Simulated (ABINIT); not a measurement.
# AlAu (Pm-3m) in ABINIT: band structure with PBEsol

Aim: the band structure of AlAu with PBEsol.

Program: ABINIT 10.8.3 (patched build). These are calculated values, not measurements. Logs are shortened: lines on timing, memory, paths and dates and some standing lists are left out, and cuts for length are marked. The log counts tension as positive stress, the text compression.

## Step 1: Starting point

It takes space group Pm-3m (No. 221, cubic). The conventional cell has a = 3.224 Å, b = 3.224 Å, c = 3.224 Å, α = 90.00°, β = 90.00°, γ = 90.00°. Around Au (site symmetry m-3m) lie 8 Al at 2.79 Å. Around Al (site symmetry m-3m) lie 8 Au at 2.79 Å.

The cell comes from a database or a generator and needn't be the stable form of this composition.

## Step 2: Band structure, PBEsol

Contents of run.abi:

```
# Datasets: ground state, then fixed potential
ndtset 2

# Pseudopotentials
pp_dirpath "./"
pseudos "Au.upf, Al.upf"

# Structure
acell 3*1.0
rprim
     6.0923674217     0.0000000000     0.0000000000
     0.0000000000     6.0923674217     0.0000000000
     0.0000000000     0.0000000000     6.0923674217
ntypat 2
znucl 79 13
natom 2
typat 1 2
xcart
     1.6119710000     1.6119710000     1.6119710000
     0.0000000000     0.0000000000     0.0000000000 Angstrom

# Plane-wave basis
ecut 38.0

# Exchange and correlation
ixc -116133

# Bands and occupations
occopt 3
tsmear 0.05 eV

# SCF cycle
nstep 100

# Output
iomode 3
prtwf 0
prteig 0
prtebands 0
enunit 1
prtden1 1

# Dataset 1
kptopt1 1
ngkpt1 8 8 8
nshiftk1 1
shiftk1 0.0 0.0 0.0
nband1 15
tolvrs1 1.0e-10

# Dataset 2: bands along G-X-M-G-R-X
iscf2 -2
getden2 1
nband2 21
nbdbuf2 4
tolwfr2 1.0e-11
kptopt2 -5
ndivsm2 8
prteig2 1
kptbounds2
     0.0000000000     0.0000000000     0.0000000000
     0.0000000000     0.5000000000     0.0000000000
     0.5000000000     0.5000000000     0.0000000000
     0.0000000000     0.0000000000     0.0000000000
     0.5000000000     0.5000000000     0.5000000000
     0.0000000000     0.5000000000     0.0000000000
```

Potentials or basis: PseudoDojo NC SR PBEsol v0.4.1 standard.

Command:

```bash
abinit run.abi > log 2>&1
```

run.abo:

```text
.Version 10.8.3 of ABINIT
 DATASET    1 : space group Pm -3 m (#221); Bravais cP (primitive cubic)
================================================================================
 Values of the parameters that define the memory need for DATASET  1.
     intxc =       0    ionmov =       0      iscf =       7    lmnmax =       7
     lnmax =       7     mgfft =      36  mpssoang =       4    mqgrid =    3001
     natom =       2  nloc_mem =       1    nspden =       1   nspinor =       1
    nsppol =       1      nsym =      48    n1xccc =    2501    ntypat =       2
    occopt =       3   xclevel =       2
       mpw =        2546          nfft =       46656          nkpt =          35
================================================================================
================================================================================

 DATASET    2 : space group Pm -3 m (#221); Bravais cP (primitive cubic)
================================================================================
 Values of the parameters that define the memory need for DATASET  2.
     intxc =       0    ionmov =       0      iscf =      -2    lmnmax =       7
     lnmax =       7     mgfft =      36  mpssoang =       4    mqgrid =    3001
     natom =       2  nloc_mem =       1    nspden =       1   nspinor =       1
    nsppol =       1      nsym =      48    n1xccc =    2501    ntypat =       2
    occopt =       3   xclevel =       2
       mpw =        2550          nfft =       46656          nkpt =          53
================================================================================
================================================================================

--------------------------------------------------------------------------------
------------- Echo of variables that govern the present computation ------------
--------------------------------------------------------------------------------
 -outvars: echo values of preprocessed input variables --------
            acell      1.0000000000E+00  1.0000000000E+00  1.0000000000E+00 Bohr
              amu      1.96966540E+02  2.69815390E+01
             ecut      3.80000000E+01 Hartree
           enunit           1
           getden1          0
           getden2          1
             iscf1          7
             iscf2         -2
                       outvar_i_n : Printing only first  50 k-points.
              ixc     -116133
           jdtset        1    2
                       outvar_i_n : Printing only first  50 k-points.
           kptopt1          1
           kptopt2         -5
         kptrlatt        8    0    0      0    8    0      0    0    8
          kptrlen1     4.87389394E+01
          kptrlen2     3.00000000E+01
            natom           2
            nband1         15
            nband2         21
           nbdbuf1          0
           nbdbuf2          4
           ndtset           2
           ndivsm1          0
           ndivsm2          8
            ngfft          36      36      36
             nkpt1         35
             nkpt2         53
            nstep         100
             nsym          48
           ntypat           2
           occopt           3
        prtebands           0
           prteig1          0
           prteig2          1
            prtwf           0
            rprim      6.0923674217E+00  0.0000000000E+00  0.0000000000E+00
                       0.0000000000E+00  6.0923674217E+00  0.0000000000E+00
                       0.0000000000E+00  0.0000000000E+00  6.0923674217E+00
           shiftk1     0.00000000E+00  0.00000000E+00  0.00000000E+00
           shiftk2     5.00000000E-01  5.00000000E-01  5.00000000E-01
          spgroup         221
           tolvrs1     1.00000000E-10
           tolvrs2     0.00000000E+00
           tolwfr1     0.00000000E+00
           tolwfr2     1.00000000E-11
           tsmear      1.83746611E-03 Hartree
            typat      1  2
                       outvars : Printing only first  50 k-points.
           xangst      1.6119710000E+00  1.6119710000E+00  1.6119710000E+00
                       1.0878263844E-09  1.0878263844E-09  1.0878263844E-09
            xcart      3.0461837129E+00  3.0461837129E+00  3.0461837129E+00
[... 191 lines left out ...]
  9.67E-12  6.70E-12  2.66E-12  3.32E-12  5.50E-12  7.98E-12  7.26E-12  4.62E-12
  7.54E-12  3.80E-10  1.87E-04  5.22E-09  1.84E-08
 -3.5209E+00 -1.7301E+00 -1.7301E+00 -1.7301E+00 -6.9149E-03  1.6804E-01
  1.6804E-01  2.3750E-01  2.3750E-01  2.3750E-01  5.1329E-01  5.1329E-01
  5.1329E-01  6.5309E-01  6.8126E-01  6.8126E-01  1.0187E+00  1.0187E+00
  1.0190E+00  1.0372E+00  1.0372E+00
 Non-SCF case, kpt    2 (  0.00000  0.06250  0.00000), residuals and eigenvalues=
  6.43E-12  5.76E-12  8.15E-12  3.61E-12  5.28E-12  4.95E-12  7.16E-12  5.54E-12
  6.62E-12  5.82E-12  8.91E-12  2.21E-12  4.09E-12  4.96E-12  1.12E-12  1.71E-12
  8.77E-12  1.06E-08  9.03E-07  1.59E-04  4.40E-08
 -3.5209E+00 -1.7302E+00 -1.7301E+00 -1.7301E+00 -4.5646E-03  1.6851E-01
  1.6896E-01  2.3602E-01  2.3602E-01  2.3765E-01  4.9356E-01  5.1696E-01
[... 396 lines left out ...]
  5.33E-12  2.47E-12  1.63E-12  3.34E-12  6.91E-12  9.41E-12  6.66E-12  2.52E-12
  4.45E-12  9.09E-12  2.44E-11  1.35E-09  1.04E-05
 -3.5209E+00 -1.7312E+00 -1.7301E+00 -1.7301E+00  1.0719E-01  1.4338E-01
  1.8202E-01  2.0360E-01  2.0936E-01  2.4032E-01  2.8929E-01  6.1352E-01
  6.5521E-01  6.7184E-01  6.7612E-01  7.1326E-01  7.6382E-01  7.8830E-01
  9.6697E-01  9.7561E-01  1.1170E+00
 Non-SCF case, kpt   53 (  0.00000  0.50000  0.00000), residuals and eigenvalues=
  7.64E-12  4.29E-12  5.99E-12  2.96E-12  1.45E-12  1.93E-12  8.61E-12  3.20E-12
  3.37E-12  2.25E-12  5.03E-12  2.33E-12  5.11E-12  9.83E-12  4.62E-12  9.04E-13
  3.47E-12  2.37E-12  1.20E-10  2.20E-09  3.14E-06
 -3.5209E+00 -1.7312E+00 -1.7301E+00 -1.7301E+00  1.0454E-01  1.4513E-01
  1.8095E-01  2.0492E-01  2.0492E-01  2.4166E-01  2.8918E-01  6.2124E-01
  6.7650E-01  6.7650E-01  7.0023E-01  7.0023E-01  7.4150E-01  7.6021E-01
  9.7194E-01  9.7406E-01  1.1274E+00

--- !ResultsGS
iteration_state: {dtset: 2, }
comment   : Summary of ground state results
lattice_vectors:
- [  6.0923674,   0.0000000,   0.0000000, ]
- [  0.0000000,   6.0923674,   0.0000000, ]
- [  0.0000000,   0.0000000,   6.0923674, ]
lattice_lengths: [   6.09237,    6.09237,    6.09237, ]
lattice_angles: [ 90.000,  90.000,  90.000, ] # degrees, (23, 13, 12)
lattice_volume:   2.2613004E+02
convergence: {deltae:  0.000E+00, res2:  0.000E+00, residm:  9.957E-12, diffor:  0.000E+00, }
etotal    :  -1.49761982E+02
entropy   :   0.00000000E+00
fermie    :   4.09859681E-01
cartesian_stress_tensor: null
pressure_GPa: null
xred      :
- [  5.0000E-01,   5.0000E-01,   5.0000E-01, Au]
- [  3.3742E-10,   3.3742E-10,   3.3742E-10, Al]
cartesian_forces: null
force_length_stats: {min: null, max: null, mean: null, }
...

 Integrated electronic density in atomic spheres:
 ------------------------------------------------
 Atom  Sphere_radius  Integrated_density
    1        2.00000         15.56748449
    2        2.00000          0.80546728
================================================================================

 ----iterations are completed or convergence reached----

 Mean square residual over all n,k,spin=   46.539E-13; max=  99.568E-13
 reduced coordinates (array xred) for    2 atoms
       0.500000000337      0.500000000337      0.500000000337
       0.000000000337      0.000000000337      0.000000000337

 cartesian coordinates (angstrom) at end:
    1      1.61197100000000     1.61197100000000     1.61197100000000
    2      0.00000000108783     0.00000000108783     0.00000000108783
 length scales=  1.000000000000  1.000000000000  1.000000000000 bohr
              =  0.529177210544  0.529177210544  0.529177210544 angstroms
 Eigenvalues (   eV  ) for nkpt=  53  k points:
 kpt#   1, nband= 21, wtk=  1.00000, kpt=  0.0000  0.0000  0.0000 (reduced coord)
 -95.80853  -47.07955  -47.07955  -47.07955   -0.18816    4.57271    4.57271    6.46261
   6.46261    6.46261   13.96731   13.96731   13.96731   17.77152   18.53805   18.53805
  27.71929   27.71929   27.72759   28.22454   28.22454
 kpt#   2, nband= 21, wtk=  1.00000, kpt=  0.0000  0.0625  0.0000 (reduced coord)
 -95.80851  -47.08068  -47.07947  -47.07947   -0.12421    4.58526    4.59756    6.42233
   6.42233    6.46685   13.43040   14.06726   14.06726   17.99914   18.47138   18.96877
  26.91547   26.91547   27.62013   28.17939   28.42102
 kpt#   3, nband= 21, wtk=  1.00000, kpt=  0.0000  0.1250  0.0000 (reduced coord)
 -95.80844  -47.08389  -47.07922  -47.07922    0.06599    4.62134    4.66521    6.31132
   6.31132    6.47894   12.32217   14.35730   14.35730   18.19442   18.28373   20.24360
  25.66055   25.66055   27.38519   27.91401   28.03993
 kpt#   4, nband= 21, wtk=  1.00000, kpt=  0.0000  0.1875  0.0000 (reduced coord)
 -95.80833  -47.08869  -47.07886  -47.07886    0.37728    4.67624    4.75332    6.15429
   6.15429    6.49713   11.11825   14.81283   14.81283   18.00871   18.37029   21.85324
  24.38121   24.38121   26.65291   27.12054   27.58284
 kpt#   5, nband= 21, wtk=  1.00000, kpt=  0.0000  0.2500  0.0000 (reduced coord)
[... 181 lines left out ...]
   6.26067    6.48382    7.90962   15.88910   16.06171   16.31942   17.33623   21.34135
  22.09092   24.62651   25.50596   27.01877   29.03343
 kpt#  51, nband= 21, wtk=  1.00000, kpt=  0.0909  0.5000  0.0909 (reduced coord)
 -95.80780  -47.10869  -47.07949  -47.07945    3.13085    3.79690    5.04084    5.43647
   6.02045    6.43188    7.88333   16.28714   16.89574   17.37396   17.91258   20.24545
  21.61290   22.92948   25.90990   26.70137   30.00146
 kpt#  52, nband= 21, wtk=  1.00000, kpt=  0.0455  0.5000  0.0455 (reduced coord)
 -95.80787  -47.10900  -47.07788  -47.07787    2.91691    3.90153    4.95313    5.54019
   5.69711    6.53954    7.87186   16.69483   17.82916   18.28168   18.39810   19.40889
  20.78451   21.45064   26.31250   26.54777   30.39478
 kpt#  53, nband= 21, wtk=  1.00000, kpt=  0.0000  0.5000  0.0000 (reduced coord)
 -95.80790  -47.10911  -47.07733  -47.07733    2.84465    3.94924    4.92387    5.57622
   5.57622    6.57581    7.86887   16.90467   18.40856   18.40856   19.05431   19.05431
  20.17719   20.68649   26.44790   26.50562   30.67729

== END DATASET(S) ==============================================================
================================================================================

 -outvars: echo values of variables after computation  --------
            acell      1.0000000000E+00  1.0000000000E+00  1.0000000000E+00 Bohr
           etotal1    -1.4976198200E+02
            fcart1    -0.0000000000E+00 -0.0000000000E+00 -0.0000000000E+00
                      -0.0000000000E+00 -0.0000000000E+00 -0.0000000000E+00
            rprim      6.0923674217E+00  0.0000000000E+00  0.0000000000E+00
                       0.0000000000E+00  6.0923674217E+00  0.0000000000E+00
                       0.0000000000E+00  0.0000000000E+00  6.0923674217E+00
           strten1     1.8353457029E-04  1.8353457029E-04  1.8353457029E-04
                       0.0000000000E+00  0.0000000000E+00  0.0000000000E+00
           xangst      1.6119710000E+00  1.6119710000E+00  1.6119710000E+00
                       1.0878263844E-09  1.0878263844E-09  1.0878263844E-09
             xred      5.0000000034E-01  5.0000000034E-01  5.0000000034E-01
                       3.3742120209E-10  3.3742120209E-10  3.3742120209E-10
 Calculation completed.
```

Run time: 2 min. Hardware: 1 thread of Arm Neoverse N1, shared host; peak memory 0.11 GiB.

Results:

- Free energy: -4075.2311 eV
- Pressure: -5.4 GPa
- Band gap on the k mesh: none (metal or under the smearing width)
- Valence electrons inside the program's atomic spheres: Au 15.57; Al 0.81

Levels at the corners of the path, in eV from the Fermi level:
```tsv
point	band 8	band 9	band 10	band 11	band 12	band 13	band 14	band 15
Γ	-4.69	-4.69	-4.69	2.81	2.81	2.81	6.62	7.39
X	-5.58	-5.58	-4.58	-3.28	5.75	7.26	7.26	7.90
M	-5.36	-3.85	-3.48	-3.48	-1.28	0.72	7.15	10.76
Γ	-4.69	-4.69	-4.69	2.81	2.81	2.81	6.62	7.39
R	-3.81	-3.81	-0.43	0.90	0.90	0.90	2.09	3.58
X	-5.58	-5.58	-4.58	-3.28	5.75	7.26	7.26	7.90
```

Caveat: spin-orbit coupling is left out, which moves the levels of the heavy elements.

## Step 3: For comparison

An earlier run on the cell as given: functional PBEsol; potentials or basis PseudoDojo NC SR PBEsol v0.4.1 standard; cutoff 1034 eV; k mesh 8 × 8 × 8; occupations fermi-dirac, width 0.05 eV; no spin polarisation.

- Pressure: -5.4 GPa
- Band gap on the k mesh: none (metal or under the smearing width)
- Valence electrons inside the program's atomic spheres: Au 15.57; Al 0.81
